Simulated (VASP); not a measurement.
# Rh (Fm-3m) in VASP: a series of runs

Runs on Rh. Level: RPBE. Tasks: relaxation of cell and atoms.

Program: VASP 6.6.1. These are calculated values, not measurements. Logs are shortened: lines on timing, memory, paths and dates and some standing lists are left out, and cuts for length are marked.

## 1. The crystal as given

Symmetry: Fm-3m, No. 225, cubic system. Conventional cell: a = 3.796 Å, b = 3.796 Å, c = 3.796 Å, α = 90.00°, β = 90.00°, γ = 90.00°. Rh (site symmetry m-3m) is surrounded by 12 Rh at 2.68 Å.

## 2. Relaxation of cell and atoms, RPBE

Contents of INCAR:

```
PREC = Accurate ; ENCUT = 600
EDIFF = 1E-6 ; ISMEAR = 1
SIGMA = 0.1 ; LREAL = F
LASPH = T ; NELM = 80
ALGO = Normal ; ISIF = 3
LWAVE = F ; LCHARG = F
GGA = RP ; IBRION = 2
NSW = 90 ; EDIFFG = -0.01
```

Contents of KPOINTS:

```
regular mesh
0
Gamma
  16 16 16
```

Contents of POSCAR:

```
Rh
1.0
    0.0000000000      1.8978500000      1.8978500000
    1.8978500000      0.0000000000      1.8978500000
    1.8978500000      1.8978500000      0.0000000000
Rh
1
Direct
    0.0000000000      0.0000000000      0.0000000000
```

Potentials or basis: VASP PAW PBE potentials, release 64 (Rh_pv).

The run is started by

```sh
> cat potpaw_PBE.64/Rh_pv/POTCAR > POTCAR
> mpirun -np 1 vasp_std > vasp.out
```

OUTCAR:

```text
PREC = Accurate
   ENCUT = 600
   EDIFF = 1E-6
   ISMEAR = 1
   LREAL = F
   LASPH = T
   NELM = 80
   ISIF = 3
   GGA = RP
   IBRION = 2
   NSW = 90
   EDIFFG = -0.01

 ion  position               nearest neighbor table
   1  0.000  0.000  0.000-

  LATTYP: Found a face centered cubic cell.
 ALAT       =     3.7957000000

  Lattice vectors:

 A1 = (   0.0000000000,   1.8978500000,   1.8978500000)
 A2 = (   1.8978500000,   0.0000000000,   1.8978500000)
 A3 = (   1.8978500000,   1.8978500000,   0.0000000000)

Analysis of symmetry for initial positions (statically):
=====================================================================
 Subroutine PRICEL returns:
 Original cell was already a primitive cell.

 Routine SETGRP: Setting up the symmetry group for a
 face centered cubic supercell.

 Subroutine GETGRP returns: Found 48 space group operations
 (whereof 48 operations were pure point group operations)
 out of a pool of 48 trial point group operations.

The static configuration has the point symmetry O_h .

Analysis of symmetry for dynamics (positions and initial velocities):
=====================================================================
 Subroutine PRICEL returns:
 Original cell was already a primitive cell.

 Routine SETGRP: Setting up the symmetry group for a
 face centered cubic supercell.

 Subroutine GETGRP returns: Found 48 space group operations
 (whereof 48 operations were pure point group operations)
 out of a pool of 48 trial point group operations.

The dynamic configuration has the point symmetry O_h .

 Subroutine INISYM returns: Found 48 space group operations
 (whereof 48 operations are pure point group operations),
 and found     1 'primitive' translations

----------------------------------------------------------------------------------------

                                     Primitive cell

  volume of cell :      13.6715

  direct lattice vectors                    reciprocal lattice vectors
     0.000000000  1.897850000  1.897850000    -0.263456016  0.263456016  0.263456016
     1.897850000  0.000000000  1.897850000     0.263456016 -0.263456016  0.263456016
     1.897850000  1.897850000  0.000000000     0.263456016  0.263456016 -0.263456016

  length of vectors
     2.683965209  2.683965209  2.683965209     0.456319205  0.456319205  0.456319205

  position of ions in fractional coordinates (direct lattice)
     0.000000000  0.000000000  0.000000000

  ion indices of the primitive-cell ions
   primitive index   ion index
                 1           1

----------------------------------------------------------------------------------------

 KPOINTS: regular mesh

Automatic generation of k-mesh.
 Grid dimensions read from file:
 generate k-points for:   16   16   16

 Generating k-lattice:

  Cartesian coordinates                     Fractional coordinates (reciprocal lattice)
    -0.016466001  0.016466001  0.016466001     0.062500000  0.000000000  0.000000000
     0.016466001 -0.016466001  0.016466001     0.000000000  0.062500000  0.000000000
     0.016466001  0.016466001 -0.016466001     0.000000000  0.000000000  0.062500000

  Length of vectors
     0.028519950  0.028519950  0.028519950

  Shift w.r.t. Gamma in fractional coordinates (k-lattice)
     0.000000000  0.000000000  0.000000000

 Subroutine IBZKPT returns following result:
 ===========================================

 Found    145 irreducible k-points:

 Following reciprocal coordinates:
            Coordinates               Weight
  0.000000  0.000000  0.000000      1.000000
  0.062500  0.000000  0.000000      8.000000
  0.125000  0.000000  0.000000      8.000000
  0.187500  0.000000  0.000000      8.000000
  0.250000  0.000000  0.000000      8.000000
  0.312500  0.000000  0.000000      8.000000
[... 16 lines left out ...]
 -0.125000  0.062500  0.000000     24.000000
 -0.062500  0.062500  0.000000     12.000000
 [... further k-points ...]
   k-points           NKPTS =    145   k-points in BZ     NKDIM =    145   number of bands    NBANDS=     11
   number of dos      NEDOS =    301   number of ions     NIONS =      1
   total plane-waves  NPLWV =  13824
   dimension x,y,z NGX =    24 NGY =   24 NGZ =   24
   dimension x,y,z NGXF=    48 NGYF=   48 NGZF=   48
   ions per type =               1
   NGX,Y,Z   is equivalent  to a cutoff of  14.87, 14.87, 14.87 a.u.
   NGXF,Y,Z  is equivalent  to a cutoff of  29.73, 29.73, 29.73 a.u.
 SYSTEM =  unknown system
   PREC   = accura    normal or accurate (medium, high low for compatibility)
   ISTART =      0    job   : 0-new  1-cont  2-samecut
   ICHARG =      2    charge: 1-file 2-atom 10-const
   ISPIN  =      1    spin polarized calculation?
   LNONCOLLINEAR =      F non collinear calculations
   LSORBIT =      F    spin-orbit coupling
   LASPH  =      T    aspherical Exc in radial PAW
   ENCUT  =  600.0 eV  44.10 Ry    6.64 a.u.   5.36  5.36  5.36*2*pi/ulx,y,z
   NELM   =     80;   NELMIN=  2; NELMDL= -5     # of ELM steps
   EDIFF  = 0.1E-05   stopping-criterion for ELM
   LREAL  =      F    real-space projection
   EDIFFG = -.1E-01   stopping-criterion for IOM
   NSW    =     90    number of steps for IOM
   IBRION =      2    ionic relax: 0-MD 1-quasi-New 2-CG
   NFREE  =      1    steps in history (QN), initial steepest desc. (CG)
   ISIF   =      3    stress and relaxation
   ISYM   =      2    0-nonsym 1-usesym 2-fastsym
   POTIM  = 0.5000    time-step for ionic-motion
   TEBEG  =    0.0;   TEEND  =   0.0 temperature during run
   PSTRESS=    0.0 pullay stress
   NELECT =      15.0000    total number of electrons
   NUPDOWN=      -1.0000    fix difference up-down
   EMIN   =  10.00;   EMAX   =-10.00  energy-range for DOS
   EFERMI =   0.00;   METHOD = LEGACY
   ISMEAR =     1;   SIGMA  =   0.10  broadening in eV -4-tet -1-fermi 0-gaus
   EFERMI_NEDOS =   21; number of points for ismear=-14 and -15
   IALGO  =     38    algorithm
   IMIX   =      4    mixing-type and parameters
     AMIX     =   0.40;   BMIX     =  1.00
     AMIX_MAG =   1.60;   BMIX_MAG =  1.00
  volume/ion in A,a.u.               =      13.67        92.26
  Fermi-wavevector in a.u.,A,eV,Ry     =   1.688496  3.190795 38.790465  2.851019
  Thomas-Fermi vector in A             =   2.770792
   LORBIT       =      0    0 simple, 1 ext, 2 COOP (PROOUT), +10 PAW based schemes
   GGA     = RP    functional components
   LHFCALC =     F    Hartree Fock is set to
   AEXX    =    0.0000 exact exchange contribution
   IVDW    =     0    specifies the selected vdW correction
   LEPSILON=     F    determine dielectric tensor
   LRPA    =     F    only Hartree local field effects (RPA)
 conjugate gradient relaxation of ions
 non-spin polarized calculation
 Methfessel and Paxton  Order N= 1 SIGMA  =   0.10
  energy-cutoff  :      600.00
  volume of cell :       13.67
 maximum number of plane-waves:       469
 NGX is ok and might be reduce to    24
   NGX = 11   NGY = 11   NGZ = 11

--------------------------------------- Ionic step        1  -------------------------------------------

 number of electron      15.0000002 magnetization

 Free energy of the ion-electron system (eV)
  ---------------------------------------------------
  ext. energy  EPLUGINS =         0.00000000
  ---------------------------------------------------
  free energy    TOTEN  =        -6.59187167 eV

  energy without entropy =       -6.59157466  energy(sigma->0) =       -6.59177266

------------------------ aborting loop because EDIFF is reached ----------------------------------------

  FORCE on cell =-STRESS in cart. coord.  units (eV):
  Direction    XX          YY          ZZ          XY          YZ          ZX
  --------------------------------------------------------------------------------------
  -------------------------------------------------------------------------------------
  Total        1.0509501      1.0509501      1.0509501      0.0000000      0.0000000      0.0000000
  in kB      123.1620895    123.1620895    123.1620895      0.0000000      0.0000000      0.0000000
  external PRESSURE =     123.1620895 kB  Pullay stress =       0.0000000 kB
[... 20 lines left out ...]
  energy  without entropy=       -6.5915746568  energy(sigma->0) =       -6.59177266

--------------------------------------- Ionic step        2  -------------------------------------------

 number of electron      15.0000001 magnetization

 E-fermi :   9.5426     XC(G=0): -13.0212

 val. band max:        9.5408114176   @ k =   0.4375   0.1250   0.0625
 cond. band min:       9.5439935754   @ k =  -0.3750   0.2500   0.0000
 fundamental gap:      0.0031821578
 Fermi energy:         9.5425563459

 k-point     1 :       0.0000    0.0000    0.0000
  band No.  band energies     occupation
      1     -36.5774      2.00000
      2     -36.5774      2.00000
      3     -36.5774      2.00000
      4       2.6602      2.00000
      5       7.1043      2.00000
      6       7.1043      2.00000
      7       7.1043      2.00000
      8       8.7554      2.00000
      9       8.7554      2.00000
     10      25.5609      0.00000
     11      30.4495      0.00000
[... 389 lines left out ...]
  energy  without entropy=       -6.6144536719  energy(sigma->0) =       -6.61465764

--------------------------------------- Ionic step        4  -------------------------------------------

 number of electron      14.9999998 magnetization

 Free energy of the ion-electron system (eV)
  ---------------------------------------------------
  ext. energy  EPLUGINS =         0.00000000
  ---------------------------------------------------
  free energy    TOTEN  =        -6.61479180 eV

  energy without entropy =       -6.61448635  energy(sigma->0) =       -6.61468998

 E-fermi :  11.2541     XC(G=0): -13.6752

 val. band max:       11.2502624285   @ k =   0.4375   0.1250   0.0625
 cond. band min:      11.2586547086   @ k =  -0.3750   0.2500   0.0000
 fundamental gap:      0.0083922800
 Fermi energy:        11.2541278862

 k-point     1 :       0.0000    0.0000    0.0000
  band No.  band energies     occupation
      1     -35.0395      2.00000
      2     -35.0395      2.00000
      3     -35.0395      2.00000
      4       3.6447      2.00000
      5       8.3882      2.00000
      6       8.3882      2.00000
      7       8.3882      2.00000
      8      10.3365      2.00000
      9      10.3365      2.00000
     10      27.2970      0.00000
     11      31.9967      0.00000
[... 350 lines left out ...]
  FREE ENERGIE OF THE ION-ELECTRON SYSTEM (eV)
  ---------------------------------------------------
  free  energy   TOTEN  =        -6.6147918005 eV

  energy  without entropy=       -6.6144863464  energy(sigma->0) =       -6.61468998

 reached required accuracy - stopping structural energy minimisation
```

It took 34 s on 1 thread of AMD EPYC 9R45 (Zen 5), shared host; peak memory 0.14 GiB.

What came out:

- Free energy: -6.6148 eV
- Relaxed volume: 14.31 Å³/atom
- Relaxed cell: a = 2.725 Å, b = 2.725 Å, c = 2.725 Å, α = 60.00°, β = 60.00°, γ = 60.00°
- Space group after relaxing (to 0.05 Å): Fm-3m (No. 225)
- Energy gained by relaxing: 22.9 meV/atom
- Ionic steps: 4
- Pressure after relaxing: 0.0 GPa
- Band gap on the k mesh: none (metal or under the smearing width)

Step by step:
```csv
step,energy change (eV),largest force (eV/Å),pressure (GPa),volume (Å³)
1,0.0000,0.0000,12.32,13.67
2,0.0780,0.0000,-18.64,15.86
3,-0.0229,0.0000,-0.40,14.33
4,-0.0229,0.0000,-0.03,14.31
```

Final structure:
```
CELL_PARAMETERS angstrom
0.00000 1.92682 1.92682
1.92682 0.00000 1.92682
1.92682 1.92682 0.00000
ATOMIC_POSITIONS crystal
Rh 0.00000 0.00000 0.00000
```

Caveat: the PAW data sets were made with another functional, which shifts forces and pressure a little.

## 3. Relaxation of cell and atoms, RPBE

This run uses another cell than the first one, of 14.31 Å³/atom, 1.046 times its volume.

Contents of INCAR:

```
PREC = Accurate ; ENCUT = 600
EDIFF = 1E-7 ; ISMEAR = 1
SIGMA = 0.1 ; LREAL = F
LASPH = T ; NELM = 80
ALGO = Normal ; ISIF = 3
LWAVE = F ; LCHARG = F
GGA = RP ; IBRION = 2
NSW = 90 ; EDIFFG = -0.005
```

KPOINTS is that of step 2.

Contents of POSCAR:

```
Rh                                      
1.0
    0.0000000000      1.9268191418      1.9268191418
    1.9268191418      0.0000000000      1.9268191418
    1.9268191418      1.9268191418      0.0000000000
  Rh            
     1
Direct
     0.0000000000000000    0.0000000000000000    0.0000000000000000
```

Potentials or basis: VASP PAW PBE potentials, release 64 (Rh_pv).

The run is started by

```sh
> cat potpaw_PBE.64/Rh_pv/POTCAR > POTCAR
> mpirun -np 1 vasp_std > vasp.out
```

It took 12 s on 1 thread of AMD EPYC 9R45 (Zen 5), shared host; peak memory 0.13 GiB.

The run converged. Its results:

* Free energy: -6.6159 eV
* Pressure after relaxing: 0.0 GPa
* Band gap on the k mesh: none (metal or under the smearing width)

Final structure:
```
CELL_PARAMETERS angstrom
0.00000 1.92682 1.92682
1.92682 0.00000 1.92682
1.92682 1.92682 0.00000
ATOMIC_POSITIONS crystal
Rh 0.00000 0.00000 0.00000
```

Levels at points of the mesh, in eV from the Fermi level:
| k point | band 5 | band 6 | band 7 | band 8 | band 9 | band 10 |
| --- | --- | --- | --- | --- | --- | --- |
| (0.00, 0.00, 0.00) | -2.87 | -2.87 | -2.87 | -0.92 | -0.92 | 16.04 |
| (0.50, 0.00, 0.00) | -2.94 | -2.94 | 0.54 | 0.54 | 0.82 | 8.29 |
| (0.50, 0.50, 0.00) | -5.57 | 0.51 | 0.93 | 0.93 | 3.27 | 11.82 |

Caveat: the relaxation stopped at its first step, so nothing moved; the PAW data sets were made with another functional, which shifts forces and pressure a little.
